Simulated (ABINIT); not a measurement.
Runs of ABINIT 10.8.3 (patched build) on Sb. It takes space group Fm-3m (No. 225, cubic). Conventional cell: a = 4.742 Å, b = 4.742 Å, c = 4.742 Å, α = 90.00°, β = 90.00°, γ = 90.00°. Around Sb (site symmetry m-3m) lie 12 Sb at 3.35 Å. This isn't the form of Sb at room conditions, which is rhombohedral.

```tsv
level	V0 of scaled cells (Å³/atom)	B0 (GPa)
LDA	(a)	66
AM05	25.98	(b)
PBEsol	26.16	64
r2SCAN	27.24	57
SCAN	26.48	64
```

Alike in all rows: task equation of state; potentials or basis JTH PAW PBE v2.0; no spin polarisation; cell as given; k mesh 10 × 10 × 10; cutoff (eV) 517; smearing fermi-dirac 0.05 eV.

**Question.** Estimate the missing entries.

**Answer.** (a) 25.73; (b) 63.

Caveats: pressures at fixed basis lie under the slope of the energies; the PAW data sets were made with another functional, which shifts forces and pressure a little.
